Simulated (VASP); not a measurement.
A run of VASP 6.6.1 is set up as follows.

Contents of INCAR:

```
SYSTEM = S
PREC = Accurate ; ENCUT = 400
EDIFF = 1E-6 ; ISMEAR = 0
SIGMA = 0.01 ; LREAL = .False.
LASPH = .True. ; NELM = 80
ALGO = Normal ; ISIF = 2
LWAVE = .False. ; LCHARG = .False.
ISPIN = 2 ; MAGMOM = 2.1
LORBIT = 11 ; NUPDOWN = 2
GGA = RP ; IVDW = 12
ISYM = 0
```

The input KPOINTS:

```
Automatic mesh
0
Gamma
  1 1 1
  0 0 0
```

File POSCAR:

```
S                                       
1.0
   10.5000000000      0.0000000000      0.0000000000
    0.0000000000     11.0000000000      0.0000000000
    0.0000000000      0.0000000000     11.5000000000
  S             
     1
Selective dynamics
Direct
     0.5000000000000000    0.5045454544999970    0.5000000000000000   F   F   F
```

Potentials or basis: VASP PAW PBE potentials, release 64 (S).

Launch:

```sh
$ cat potpaw_PBE.64/S/POTCAR > POTCAR
$ mpirun -np 4 vasp_gam > vasp.out
```

(1) Predict the dispersion energy per atom.

Answers

(1) 0.000 eV.

Caveat: the total moment is fixed, so each spin has its own Fermi level.
